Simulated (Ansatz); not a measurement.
HfSiO4 under strain: ¹⁷O NMR of the central transition

Cell: a COD entry, relaxed with PBE at fixed cell and then changed (z stretched by 3 %, ions relaxed).

```xyz
12
Lattice="-3.2862 3.2862 3.0710 3.2862 -3.2862 3.0710 3.2862 3.2862 -3.0710" Properties=species:S:1:pos:R:3 pbc="T T T"
Hf    0.0000    3.2862    1.5355
Hf    0.0000    0.0000    0.0000
Si    3.2862    0.0000    1.5355
Si    0.0000    0.0000    3.0710
O     3.2862    2.0708   -1.1042
O     4.5017    0.0000    0.4313
O     0.0000    1.2154    1.9669
O     2.0708    0.0000    0.4313
O     3.2862    1.2154    2.6397
O     1.2154    0.0000    4.1752
O     3.2862   -1.2154    2.6397
O     2.0708    3.2862    1.1042
```

Atoms are numbered from 1 in the order listed; like atoms form one site, named after its first atom.

Computed with Ansatz: DFT, PBE, plane waves and PAW, scalar-relativistic, 420 eV cutoff, Γ-centred 7×7×7 k-points, Fermi–Dirac smearing 0.02 eV.

¹⁷O has I = 5/2 and Q = -25.58 mb (Pyykkö 2018); at 21.1 T its Larmor frequency is ν₀ = 121.8 MHz. Only the quadrupole interaction is simulated: positions count from each site's isotropic chemical shift, and J coupling is left out, as are shift anisotropy and dipolar coupling, which fast spinning averages.

Simulated pattern of one O site (fast magic-angle spinning, Gaussian broadening 0.08 kHz):

(offset (kHz), height): (-1.576, 0), (-1.533, 1), (-1.491, 4), (-1.448, 8), (-1.406, 9), (-1.363, 11), (-1.321, 17), (-1.278, 21), (-1.236, 23), (-1.193, 24), (-1.150, 25), (-1.108, 26), (-1.065, 27), (-1.023, 29), (-0.980, 31), (-0.938, 33), (-0.895, 37), (-0.852, 51), (-0.810, 82), (-0.767, 100), (-0.725, 91), (-0.682, 84), (-0.640, 88), (-0.597, 91), (-0.554, 80), (-0.512, 66), (-0.469, 58), (-0.427, 53), (-0.384, 49), (-0.342, 45), (-0.299, 43), (-0.257, 40), (-0.214, 38), (-0.171, 37), (-0.129, 35), (-0.086, 33), (-0.044, 26), (-0.001, 12), (0.041, 2), (0.084, 0)

Q: Which |C_Q| and η does the pattern imply?

A: The pattern spans 1.48 kHz before broadening and its centre of gravity is at -0.648 kHz, which fixes P_Q; the places of the horns and steps fix η. That gives P_Q = 3.63 MHz, |C_Q| = 3.33 MHz and η = 0.75. The sign of C_Q can't be read from the pattern.

Without spin–orbit coupling the gradients at and beside Hf can be off by some per cent, at some sites by more.
